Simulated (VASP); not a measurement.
# NiO (P-6m2) in VASP: reference runs, part 2 of 3

VASP 6.6.1. Earlier steps stand in the parts before.

## (3) Single point, PBE, collinear spin, ferromagnetic start (atoms moved at random, drawn with an rms of 0.05 Å)

The input, INCAR:

```
ALGO = Normal
EDIFF = 1E-7
ENCUT = 520
GGA = PE
ISIF = 2
ISMEAR = -1
ISPIN = 2
LASPH = T
LCHARG = F
LMAXMIX = 4
LORBIT = 11
LREAL = F
LWAVE = F
MAGMOM = 1 0
NBANDS = 19
NELM = 150
PREC = Accurate
SIGMA = 0.05
```

The input, KPOINTS:

```
k-points
0
Gamma
  11 11 10
```

The input, POSCAR:

```
NiO
1.0
    2.7830607900      0.0000000000      0.0000000000
   -1.3915303900      2.4102013400      0.0000000000
    0.0000000000      0.0000000000      2.7161294400
Ni O
1 1
Direct
    0.0120920000      0.0046890000     -0.0194750000
    0.6448660000      0.3277300000      0.5077570000
```

Potentials or basis: VASP PAW PBE potentials, release 64 (Ni, O).

On the command line:

```sh
cat potpaw_PBE.64/Ni/POTCAR potpaw_PBE.64/O/POTCAR > POTCAR
mpirun -np 1 vasp_std > vasp.out
```

OUTCAR:

```text
EDIFF = 1E-7
   ENCUT = 520
   GGA = PE
   ISIF = 2
   ISMEAR = -1
   ISPIN = 2
   LASPH = T
   LORBIT = 11
   LREAL = F
   NELM = 150
   PREC = Accurate

 ion  position               nearest neighbor table
   1  0.012  0.005  0.981-   2 1.99   2 2.08   2 2.09   2 2.10   2 2.17   2 2.20
   2  0.645  0.328  0.508-   1 1.99   1 2.08   1 2.09   1 2.10   1 2.17   1 2.20

  LATTYP: Found a hexagonal cell.
 ALAT       =     2.7830607900
 C/A-ratio  =     0.9759504535

  Lattice vectors:

 A1 = (   2.7830607900,   0.0000000000,   0.0000000000)
 A2 = (  -1.3915303900,   2.4102013400,   0.0000000000)
 A3 = (   0.0000000000,   0.0000000000,   2.7161294400)

Analysis of symmetry for initial positions (statically):
=====================================================================
 Subroutine PRICEL returns:
 Original cell was already a primitive cell.

 Routine SETGRP: Setting up the symmetry group for a
 hexagonal supercell.

 Subroutine GETGRP returns: Found  1 space group operations
 (whereof  1 operations were pure point group operations)
 out of a pool of 24 trial point group operations.

The static configuration has the point symmetry C_1 .

Analysis of symmetry for dynamics (positions and initial velocities):
=====================================================================
 Subroutine PRICEL returns:
 Original cell was already a primitive cell.

 Routine SETGRP: Setting up the symmetry group for a
 hexagonal supercell.

 Subroutine GETGRP returns: Found  1 space group operations
 (whereof  1 operations were pure point group operations)
 out of a pool of 24 trial point group operations.

The dynamic configuration has the point symmetry C_1 .

Analysis of structural, dynamic, and magnetic symmetry:
=====================================================================
 Subroutine PRICEL returns:
 Original cell was already a primitive cell.

 Routine SETGRP: Setting up the symmetry group for a
 hexagonal supercell.

 Subroutine GETGRP returns: Found  1 space group operations
 (whereof  1 operations were pure point group operations)
 out of a pool of 24 trial point group operations.

The overall configuration has the point symmetry C_1 .

 Subroutine INISYM returns: Found  1 space group operations
 (whereof  1 operations are pure point group operations),
 and found     1 'primitive' translations

----------------------------------------------------------------------------------------

                                     Primitive cell

  volume of cell :      18.2191

  direct lattice vectors                    reciprocal lattice vectors
     2.783060790  0.000000000  0.000000000     0.359316621  0.207451548  0.000000000
    -1.391530390  2.410201340  0.000000000     0.000000000  0.414903097  0.000000000
     0.000000000  0.000000000  2.716129440     0.000000000  0.000000000  0.368170966

  length of vectors
     2.783060790  2.783060784  2.716129440     0.414903096  0.414903097  0.368170966

  position of ions in fractional coordinates (direct lattice)
     0.012092000  0.004689000  0.980525000
     0.644866000  0.327730000  0.507757000

  ion indices of the primitive-cell ions
   primitive index   ion index
[... 66 lines left out ...]
   ISTART =      0    job   : 0-new  1-cont  2-samecut
   ICHARG =      2    charge: 1-file 2-atom 10-const
   ISPIN  =      2    spin polarized calculation?
   LNONCOLLINEAR =      F non collinear calculations
   LSORBIT =      F    spin-orbit coupling
   LASPH  =      T    aspherical Exc in radial PAW
   ENCUT  =  520.0 eV  38.22 Ry    6.18 a.u.   5.17  5.17  5.05*2*pi/ulx,y,z
   NELM   =    150;   NELMIN=  2; NELMDL= -5     # of ELM steps
   EDIFF  = 0.1E-06   stopping-criterion for ELM
   LREAL  =      F    real-space projection
   EDIFFG = 0.1E-05   stopping-criterion for IOM
   NSW    =      0    number of steps for IOM
   IBRION =     -1    ionic relax: 0-MD 1-quasi-New 2-CG
   NFREE  =      0    steps in history (QN), initial steepest desc. (CG)
   ISIF   =      2    stress and relaxation
   ISYM   =      2    0-nonsym 1-usesym 2-fastsym
   POTIM  = 0.5000    time-step for ionic-motion
   TEBEG  =    0.0;   TEEND  =   0.0 temperature during run
   PSTRESS=    0.0 pullay stress
   NELECT =      16.0000    total number of electrons
   NUPDOWN=      -1.0000    fix difference up-down
   EMIN   =  10.00;   EMAX   =-10.00  energy-range for DOS
   EFERMI =   0.00;   METHOD = LEGACY
   ISMEAR =    -1;   SIGMA  =   0.05  broadening in eV -4-tet -1-fermi 0-gaus
   EFERMI_NEDOS =   21; number of points for ismear=-14 and -15
   IALGO  =     38    algorithm
   IMIX   =      4    mixing-type and parameters
     AMIX     =   0.40;   BMIX     =  1.00
     AMIX_MAG =   1.60;   BMIX_MAG =  1.00
  volume/ion in A,a.u.               =       9.11        61.47
  Fermi-wavevector in a.u.,A,eV,Ry     =   1.567735  2.962590 33.440306  2.457793
  Thomas-Fermi vector in A             =   2.669871
   LORBIT       =     11    0 simple, 1 ext, 2 COOP (PROOUT), +10 PAW based schemes
   GGA     = PE    functional components
   LHFCALC =     F    Hartree Fock is set to
   AEXX    =    0.0000 exact exchange contribution
   IVDW    =     0    specifies the selected vdW correction
   LEPSILON=     F    determine dielectric tensor
   LRPA    =     F    only Hartree local field effects (RPA)
 spin polarized calculation
  energy-cutoff  :      520.00
  volume of cell :       18.22
 maximum number of plane-waves:       498
 NGX is ok and might be reduce to    24
   NGX = 11   NGY = 11   NGZ = 11

 number of electron      16.0000003 magnetization       1.7393890

 Free energy of the ion-electron system (eV)
  ---------------------------------------------------
  ext. energy  EPLUGINS =         0.00000000
  ---------------------------------------------------
  free energy    TOTEN  =       -11.03781691 eV

  energy without entropy =      -11.02211897  energy(sigma->0) =      -11.02996794

 E-fermi :   7.6590     XC(G=0): -12.7013

 val. band max:        7.6579186844   @ k =  -0.2727  -0.4545   0.0000
 cond. band min:       7.6593267056   @ k =   0.3636   0.0909   0.1000
 fundamental gap:      0.0014080212
 Fermi energy:         7.6590326346

 spin component 1

 k-point     1 :       0.0000    0.0000    0.0000
  band No.  band energies     occupation
      1     -12.6943      1.00000
      2       3.2387      1.00000
      3       3.2902      1.00000
      4       3.7732      1.00000
      5       4.5483      1.00000
      6       5.4177      1.00000
[... 517 lines left out ...]
     18      37.9993      0.00000
     19      40.2424      0.00000

 [... further k-points ...]

 spin component 2

 k-point     1 :       0.0000    0.0000    0.0000
  band No.  band energies     occupation
      1     -12.1182      1.00000
      2       4.1114      1.00000
      3       4.1180      1.00000
      4       4.4216      1.00000
      5       5.2161      1.00000
      6       7.3022      0.99921
[... 517 lines left out ...]
     18      38.1013      0.00000
     19      40.6172      0.00000

 [... further k-points ...]

------------------------ aborting loop because EDIFF is reached ----------------------------------------

  FORCE on cell =-STRESS in cart. coord.  units (eV):
  Direction    XX          YY          ZZ          XY          YZ          ZX
  --------------------------------------------------------------------------------------
  -------------------------------------------------------------------------------------
  Total        0.8311398      0.7125385      0.3725949      0.1277447     -0.0842795     -0.2133586
  in kB       73.0900333     62.6602979     32.7658180     11.2338105     -7.4114955    -18.7626500
  external PRESSURE =      56.1720497 kB  Pullay stress =       0.0000000 kB

 VOLUME and BASIS-vectors are now :
 -----------------------------------------------------------------------------
  energy-cutoff  :      520.00
  volume of cell :       18.22
      direct lattice vectors                 reciprocal lattice vectors
     2.783060790  0.000000000  0.000000000     0.359316621  0.207451548  0.000000000
    -1.391530390  2.410201340  0.000000000     0.000000000  0.414903097  0.000000000
     0.000000000  0.000000000  2.716129440     0.000000000  0.000000000  0.368170966

 POSITION                                       TOTAL-FORCE (eV/Angst)
 -----------------------------------------------------------------------------------
      0.02713      0.01130      2.66323        -0.154886     -0.055662     -0.147445
      1.33866      0.78990      1.37913         0.154886      0.055662      0.147445
 -----------------------------------------------------------------------------------
    total drift:                               -0.000145      0.000114     -0.000111

  FREE ENERGIE OF THE ION-ELECTRON SYSTEM (eV)
  ---------------------------------------------------
  free  energy   TOTEN  =       -11.0378169133 eV

  energy  without entropy=      -11.0221189715  energy(sigma->0) =      -11.02996794

 total charge

# of ion       s       p       d       tot
------------------------------------------
    1        0.337   0.424   8.267   9.028
    2        1.574   3.372   0.000   4.946
--------------------------------------------------
tot          1.911   3.796   8.267  13.974

 magnetization (x)

# of ion       s       p       d       tot
------------------------------------------
    1        0.001   0.008   1.316   1.325
    2        0.018   0.351   0.000   0.369
--------------------------------------------------
tot          0.019   0.359   1.316   1.694
```

stdout:

```text
POSCAR found type information on POSCAR NiO
 POSCAR found :  2 types and       2 ions
 scaLAPACK will be used
 LDA part: xc-table for (Slater+PW92), standard interpolation
 POSCAR, INCAR and KPOINTS ok, starting setup
 FFT: planning ... GRIDC
 FFT: planning ... GRID_SOFT
 FFT: planning ... GRID
 WAVECAR not read
 entering main loop
```

It took 4.1 min on 1 thread of Intel Xeon Platinum 8559C (Emerald Rapids), shared host; peak memory 0.4 GiB.

Results:

| Property | Result |
| --- | --- |
| Free energy | -11.0378 eV |
| Pressure | 5.6 GPa |
| Largest force | 0.221 eV/Å |
| Band gap on the k mesh | none (metal or under the smearing width) |
| Net moment | 1.74 μB per cell |
| Site moments | Ni +1.32; O +0.37 μB |
| Valence electrons inside the program's atomic spheres | Ni 9.03; O 4.95 |

Forces on the atoms (eV/Å):
```
Ni  -0.155 -0.056 -0.147
O    0.155  0.056  0.147
```

Stress tensor (GPa, compression positive):
```
 7.31  1.12 -1.88
 1.12  6.27 -0.74
-1.88 -0.74  3.28
```

Caveat: a cell with one magnetic atom can't hold antiferromagnetic order, which such compounds often take; semilocal functionals often make such compounds metallic where correlation or magnetic order opens a gap, which also shifts bond lengths.

## (4) Equation of state, PBE, collinear spin, ferromagnetic start, 8.56 Å³/atom (volume scaled by 0.94)

The moment here breaks from that of the other volumes: this run ended in another magnetic state.

The input, INCAR:

```
SYSTEM = NiO
PREC = Accurate
ENCUT = 520
EDIFF = 1E-7
ISMEAR = -1
SIGMA = 0.05
LREAL = .False.
LASPH = .True.
NELM = 120
ALGO = Normal
ISIF = 2
LWAVE = .False.
LCHARG = .False.
ISPIN = 2
MAGMOM = 1 0
LORBIT = 11
LMAXMIX = 4
GGA = PE
NBANDS = 19
```

The input, KPOINTS:

```
Automatic mesh
0
Gamma
  11 11 10
  0 0 0
```

The input, POSCAR:

```
NiO
1.0
    2.7262476896      0.0000000000      0.0000000000
   -1.3631238399      2.3609997519      0.0000000000
    0.0000000000      0.0000000000      2.6606826689
Ni O
1 1
Direct
    0.0000000000      0.0000000000      0.0000000000
    0.6666666667      0.3333333333      0.5000000000
```

On the command line:

```sh
cat potpaw_PBE.64/Ni/POTCAR potpaw_PBE.64/O/POTCAR > POTCAR
mpirun -np 1 vasp_std > vasp.out
```

It took 39 s on 1 thread of Intel Xeon Platinum 8559C (Emerald Rapids), shared host; peak memory 0.16 GiB.

It converged, with:

| Property | Result |
| --- | --- |
| Free energy | -10.9572 eV |
| Pressure | 16.0 GPa |
| Band gap on the k mesh | none (metal or under the smearing width) |
| Net moment | 1.13 μB per cell |
| Site moments | Ni +0.87; O +0.23 μB |
| Valence electrons inside the program's atomic spheres | Ni 9.16; O 4.96 |

Caveat: a cell with one magnetic atom can't hold antiferromagnetic order, which such compounds often take; semilocal functionals often make such compounds metallic where correlation or magnetic order opens a gap, which also shifts bond lengths.

(Part 2 of 3 ends here.)
